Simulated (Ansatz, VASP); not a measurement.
**Sc in VASP and in Ansatz**

File POSCAR:

```
Sc
1.0
   -1.8788613762      1.9172054859      1.7176030000
    1.8788613762     -1.9172054859      1.7176030000
    1.8788613762      1.9172054859     -1.7176030000
Sc
1
Direct
    0.0000000000      0.0000000000      0.0000000000
```

Contents of INCAR.step1:

```
ALGO     = Normal         # electronic algorithm
EDIFF    = 1E-4           # SCF threshold, eV
ENCUT    = 520            # plane-wave cutoff, eV
GGA      = PE             # functional
ISMEAR   = 0              # smearing method
LASPH    = T              # aspherical terms in the spheres
LCHARG   = F              # write CHGCAR
LREAL    = F              # projectors in reciprocal space
LWAVE    = T              # write WAVECAR
NBANDS   = 12             # bands
NELM     = 100            # most SCF steps
PREC     = Accurate       # precision mode
SIGMA    = 0.15           # smearing width, eV
```

The input INCAR.step2:

```
ALGO     = Normal         # electronic algorithm
EDIFF    = 1E-6           # SCF threshold, eV
ENCUT    = 520            # plane-wave cutoff, eV
ISIF     = 2              # what is computed and relaxed
ISMEAR   = 0              # smearing method
ISTART   = 1            
LASPH    = T              # aspherical terms in the spheres
LCHARG   = F              # write CHGCAR
LMIXTAU  = T            
LREAL    = F              # projectors in reciprocal space
LWAVE    = F              # write WAVECAR
METAGGA  = R2SCAN         # meta-GGA
NBANDS   = 12             # bands
NELM     = 100            # most SCF steps
PREC     = Accurate       # precision mode
SIGMA    = 0.15           # smearing width, eV
```

Contents of KPOINTS:

```
k-points
0
Gamma
  18 18 18
```

Input for Ansatz:

```yaml
crystal:
  lattice:
    - [-1.8788613762, 1.9172054859, 1.717603]
    - [1.8788613762, -1.9172054859, 1.717603]
    - [1.8788613762, 1.9172054859, -1.717603]
  atoms:
    - { symbol: Sc, position: [0.0, 0.0, 0.0] }
basis:
  ecutwfc: 500
kpoints:
  mp_grid: { grid: [18, 18, 18] }
hamiltonian:
  xc: r2scan
scf:
  occupations: { method: gaussian, width: 0.15 }
output:
  forces: true
  stress: true
  eigenvalues: true
```

Change from the starting cell: strain -0.0200 x Voigt [1, 0, 0, 0, 0, 0], atoms carried along.

Alike in both runs: task single point; functional r2SCAN; k mesh 18 × 18 × 18; occupations gaussian, width 0.15 eV; no spin polarisation.

|  | VASP | Ansatz |
| --- | --- | --- |
| version | VASP 6.6.1 | Ansatz 0.2.0 |
| potentials or method | VASP PAW PBE potentials, release 64 (Sc_sv) | scalar-relativistic, plane waves, PAW |
| plane-wave cutoff (eV) | 520 | 500 |
| valence electrons in the cell | 11 | 11 |

Ansatz gave:

* gap on the k mesh at the Fermi level (eV): none
* pressure (GPa): 0.8
* largest component of the traceless stress (GPa): 1.50

Task: Which values does VASP return?

Result: gap on the k mesh at the Fermi level (eV): none; pressure (GPa): 1.0; largest component of the traceless stress (GPa): 1.50.

A gap of «none» marks a metal or a gap that the smearing closes.

Caveats: the PAW data sets were made with another functional, which shifts forces and pressure a little (VASP).
